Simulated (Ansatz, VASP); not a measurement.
**CdO2: VASP beside Ansatz**

File POSCAR:

```
CdO2
1.0
    4.3792366602      0.0000000000      0.0000000000
    0.0000000000      4.3792366602      0.0000000000
    0.0000000000      0.0000000000      4.3792366602
Cd O
2 4
Direct
    0.0000000000      0.0000000000      0.0000000000
    0.5000000000      0.5000000000      0.5000000000
    0.2500000000      0.2500000000      0.2500000000
    0.2500000000      0.7500000000      0.7500000000
    0.7500000000      0.7500000000      0.2500000000
    0.7500000000      0.2500000000      0.7500000000
```

Contents of INCAR.step1:

```
SYSTEM = CdO2
  PREC = Accurate
  ENCUT = 600
  ISMEAR = 0
  SIGMA = 0.1
  LREAL = .False.
  LASPH = .True.
  NELM = 100
  GGA = PE
  ALGO = Normal
  EDIFF = 1E-4
  LWAVE = .True.
  LCHARG = .False.
```

INCAR.step2

```
SYSTEM = CdO2
  PREC = Accurate
  ENCUT = 600
  EDIFF = 1E-6
  ISMEAR = 0
  SIGMA = 0.1
  LREAL = .False.
  LASPH = .True.
  NELM = 100
  ALGO = Normal
  ISIF = 3
  LWAVE = .False.
  LCHARG = .False.
  METAGGA = R2SCAN
  LMIXTAU = .True.
  IBRION = 2
  NSW = 90
  EDIFFG = -0.04
  ISTART = 1
```

KPOINTS

```
regular mesh
0
Gamma
  4 4 4
  0 0 0
```

Input for Ansatz:

```yaml
crystal:
  lattice:
    - [4.3792366602, 0.0, 0.0]
    - [0.0, 4.3792366602, 0.0]
    - [0.0, 0.0, 4.3792366602]
  atoms:
    - { symbol: Cd, position: [0.0, 0.0, 0.0] }
    - { symbol: Cd, position: [0.5, 0.5, 0.5] }
    - { symbol: O, position: [0.25, 0.25, 0.25] }
    - { symbol: O, position: [0.25, 0.75, 0.75] }
    - { symbol: O, position: [0.75, 0.75, 0.25] }
    - { symbol: O, position: [0.75, 0.25, 0.75] }
basis:
  ecutwfc: 500
kpoints:
  mp_grid: { grid: [4, 4, 4] }
hamiltonian:
  xc: r2scan
scf:
  occupations: { method: gaussian, width: 0.1 }
  lower_state_search: "off"
output:
  forces: true
  stress: true
  eigenvalues: true
relax:
  adjacent_minimum: "off"
  f_tol: 0.04
  max_steps: 70
  cell: { stress_tol: 0.4 }
```

Alike in both runs: task relaxation of cell and atoms; functional r2SCAN; k mesh 4 × 4 × 4; occupations gaussian, width 0.1 eV; no spin polarisation.

```csv
,VASP,Ansatz
version,VASP 6.6.1,Ansatz 0.2.0
potentials or method,"VASP PAW PBE potentials, release 64 (Cd, O)","scalar-relativistic, plane waves, PAW"
plane-wave cutoff (eV),600,500
valence electrons in the cell,48,64
```

|  | VASP | Ansatz | Ansatz less VASP |
| --- | --- | --- | --- |
| gap on the k mesh at the Fermi level, each at its own relaxed structure (eV) | none | none | - |
| relaxed volume (Å³/atom) | 17.42 | 17.10 | -0.319 |
| relaxed cell length with the largest relative difference (Å) | 4.710 | 4.681 | -0.0290 |
| energy change over the relaxation (meV/atom) | -228 | -179 | +48.9 |

A gap of «none» marks a metal or a gap that the smearing closes. The two sets of potentials don't hold the same shells in valence.

Caveats: the volume moved by over 15 % at a fixed basis, so the end points are rough; the PAW data sets were made with another functional, which shifts forces and pressure a little (VASP).
